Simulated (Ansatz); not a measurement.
## Two Ansatz runs on Sb

The cell is COD entry 1539203, as deposited and not checked against the literature; nothing was relaxed.

First run: DFT, PBEsol, PAW with Ansatz's default frozen-core files, scalar-relativistic (Ansatz 0.2.0).

Command: `ansatz run input.yaml --threads 1 --pin off --max-ram 2048MiB --backend cpu --events-out ev --progress --plain --runs-dir out` The run took 3.6 s on 1 thread of Intel(R) Xeon(R) 6975P-C (Granite Rapids), on a shared host, peak memory 0.44 GiB.

```yaml
crystal:
  lattice:
    - [3.3690001795, 0.0, 0.0]
    - [-1.6845000898, 2.9176397408, 0.0]
    - [0.0, 0.0, 5.33]
  atoms:
    - { symbol: Sb, position: [0.3333333333, 0.6666666667, 0.25] }
    - { symbol: Sb, position: [0.6666666667, 0.3333333333, 0.75] }
kpoints:
  mp_grid: { grid: [12, 12, 7] }
  band_path:
    path:
      - [0.0, 0.0, 0.0]
      - [0.5, 0.0, 0.0]
      - [0.3333333333, 0.3333333333, 0.0]
      - [0.0, 0.0, 0.0]
      - [0.0, 0.0, 0.5]
      - [0.5, 0.0, 0.5]
      - [0.3333333333, 0.3333333333, 0.5]
      - [0.0, 0.0, 0.5]
      - [0.5, 0.0, 0.5]
    npoints: 5
scf:
  occupations: { method: fermi_dirac, width: 0.05 }
hamiltonian:
  xc: pbesol
  pseudopotentials: { kind: paw }
output:
  forces: true
  stress: true
  eigenvalues: true
  efg: { contact_densities: true }
```

Result: converged; pressure -0.15 GPa; no gap on the k mesh; 7 SCF iterations.

No spin–orbit coupling, which matters for the heavy atoms here.

The input is then changed:

```diff
@@ -5,6 +5,6 @@
     - [0.0, 0.0, 5.33]
   atoms:
-    - { symbol: Sb, position: [0.3333333333, 0.6666666667, 0.25] }
-    - { symbol: Sb, position: [0.6666666667, 0.3333333333, 0.75] }
+    - { symbol: Sb, position: [0.3333333333, 0.6666666667, 0.25], spin: 0.2 }
+    - { symbol: Sb, position: [0.6666666667, 0.3333333333, 0.75], spin: 0.2 }
 kpoints:
   mp_grid: { grid: [12, 12, 7] }
@@ -31,3 +31,5 @@
   eigenvalues: true
   efg: { contact_densities: true }
+magnetization:
+  spin_polarized: true
```

(1) What does the second run give?

Results:

(1) It converged; pressure -0.15 GPa; moment 0.00 μB; 12 SCF iterations.
